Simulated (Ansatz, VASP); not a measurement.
**KZnF3: VASP beside Ansatz**

File INCAR:

```
PREC = Accurate
ENCUT = 520
EDIFF = 1E-7
ISMEAR = -1
SIGMA = 0.02
LREAL = False
LASPH = True
NELM = 60
ALGO = Normal
ISIF = 2
LWAVE = False
LCHARG = False
GGA = PE
NBANDS = 29
```

KPOINTS

```
regular mesh
0
Gamma
  6 6 6
```

The input POSCAR:

```
KZnF3
1.0
    4.0461640901      0.0000000000      0.0000000000
    0.0000000000      4.0461640901      0.0000000000
    0.0000000000      0.0000000000      4.0461640901
K Zn F
1 1 3
Direct
    0.0000000000      0.0000000000      0.0000000000
    0.5000000000      0.5000000000      0.5000000000
    0.5000000000      0.5000000000      0.0000000000
    0.0000000000      0.5000000000      0.5000000000
    0.5000000000      0.0000000000      0.5000000000
```

Input for Ansatz:

```yaml
crystal:
  lattice:
    - [4.0461640901, 0.0, 0.0]
    - [0.0, 4.0461640901, 0.0]
    - [0.0, 0.0, 4.0461640901]
  atoms:
    - { symbol: K, position: [0.0, 0.0, 0.0] }
    - { symbol: Zn, position: [0.5, 0.5, 0.5] }
    - { symbol: F, position: [0.5, 0.5, 0.0] }
    - { symbol: F, position: [0.0, 0.5, 0.5] }
    - { symbol: F, position: [0.5, 0.0, 0.5] }
kpoints:
  mp_grid: { grid: [6, 6, 6] }
  band_path:
    path:
      - [[0.0, 0.0, 0.0], [5.064244843345e-51, 0.5, -7.933151422281e-36], [0.5, 0.5, 1.824624827125e-34], [0.0, 0.0, 0.0], [0.5, 0.5, 0.5], [5.064244843345e-51, 0.5, -7.933151422281e-36]]
      - [[0.5, 0.5, 0.5], [0.5, 0.5, 1.824624827125e-34]]
    npoints: 10
hamiltonian:
  xc: pbe
scf:
  occupations: { method: fermi_dirac, width: 0.02 }
  n_extra_bands: 5
output:
  forces: true
  stress: true
  eigenvalues: true
  write_density: true
  write_potential: true
  elf: true
  volumetric_format: npy
```

Alike in both runs: task single point; functional PBE; k mesh 6 × 6 × 6; occupations fermi-dirac, width 0.02 eV; no spin polarisation.

|  | VASP | Ansatz |
| --- | --- | --- |
| version | VASP 6.6.1 | Ansatz 0.2.0 |
| potentials or method | VASP PAW PBE potentials, release 64 (K_sv, Zn, F) | plane waves, PAW |
| plane-wave cutoff (eV) | 520 | 420 |
| valence electrons in the cell | 42 | 42 |

|  | VASP | Ansatz | Ansatz less VASP |
| --- | --- | --- | --- |
| gap on the k mesh at the Fermi level (eV) | 3.80 | 3.87 | +0.070 |
| pressure (GPa) | 5.2 | 4.8 | -0.37 |

With one functional, cell and mesh, what is left measures potentials, basis and numerics.

A k mesh can miss the band edges.
